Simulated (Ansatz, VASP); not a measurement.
## SrO: VASP beside Ansatz

```
Sr O
1.0
     0.00000    2.56980    2.56980
     2.56980    0.00000    2.56980
     2.56980    2.56980    0.00000
Sr O
1 1
Cartesian
  0.0000 0.0000 0.0000
  2.5698 2.5698 2.5698
```

Alike in both runs: task single point; functional PBE; k mesh 8 × 8 × 8; occupations fermi-dirac, width 0.02 eV; non-collinear spin, spin-orbit coupling.

```csv
,VASP,Ansatz
version,VASP 6.6.1,Ansatz 0.2.0
potentials or method,"VASP PAW PBE potentials, release 64 (Sr_sv, O), cutoff 520 eV",all-electron LAPW
```

```tsv
	VASP	Ansatz	Ansatz less VASP
gap on the k mesh at the Fermi level (eV)	3.24	3.29	+0.048
pressure (GPa)	3.5	2.9	-0.58
net moment per atom (μB)	0.00	0.00	0.000
```

Ansatz ran all-electron here, so the differences hold the error of VASP's frozen core and of both bases.
